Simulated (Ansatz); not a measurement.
**GeSe under strain: ⁷³Ge NMR of the central transition**

Cell: an entry of the Crystallography Open Database (COD), relaxed with PBE at fixed cell and then changed (z stretched by 3 %, ions relaxed).

```xyz
8
Lattice="10.8200 0.0000 0.0000 0.0000 3.8500 0.0000 0.0000 0.0000 4.5320" Properties=species:S:1:pos:R:3 pbc="T T T"
Ge    1.2982    0.9625    0.5514
Ge    9.5218    2.8875    3.9806
Ge    4.1118    2.8875    2.8174
Ge    6.7082    0.9625    1.7146
Se    9.2367    0.9625    2.2667
Se    1.5833    2.8875    2.2653
Se    6.9933    2.8875    0.0007
Se    3.8267    0.9625   -0.0007
```

Atoms are numbered from 1 in the order listed; like atoms form one site, named after its first atom.

The numbers come from a DFT calculation in Ansatz (PBE, plane waves and PAW, scalar-relativistic, 420 eV cutoff, Γ-centred 4×11×10 k-points, Fermi–Dirac smearing 0.02 eV).

⁷³Ge has I = 9/2 and Q = -196.0 mb (Pyykkö 2018); at 7.05 T its Larmor frequency is ν₀ = 10.5 MHz. Only the quadrupole interaction is simulated: positions count from each site's isotropic chemical shift, and shift anisotropy, dipolar and J coupling are left out.

**Question.** Simulate the second-order pattern (static powder, Gaussian broadening 30 kHz) of site Ge (3 Se at 2.59 Å).

**Answer.** The calculation gives C_Q = 29.3 MHz and η = 0.24, so ν_Q = 1.22 MHz and the centre of gravity lies at -11036 ppm (-116 kHz).

```tsv
offset (kHz)	height
-516.1	0
-495.3	2
-474.5	17
-453.7	43
-432.9	51
-412.1	54
-391.3	57
-370.5	61
-349.7	66
-328.9	74
-308.1	89
-287.2	100
-266.4	85
-245.6	72
-224.8	66
-204.0	61
-183.2	58
-162.4	56
-141.6	54
-120.8	53
-100.0	52
-79.2	52
-58.4	52
-37.6	52
-16.8	51
4.1	46
24.9	42
45.7	42
66.5	45
87.3	48
108.1	52
128.9	59
149.7	71
170.5	94
191.3	89
212.1	63
232.9	46
253.7	17
274.5	2
295.4	0
```

At Ge V_zz stands upright on the plane through its three neighbours (within 9°).

The relaxation (4 steps) took 3.9 min of wall time (3.8 min of CPU time) and 1.3 GiB at its peak, on 1 thread of Intel Xeon 6975P-C (Granite Rapids) (x86_64; 16 cores open to the job, memory cap 3.0 GiB, no GPU), a shared host with a load of 1.1 a core.
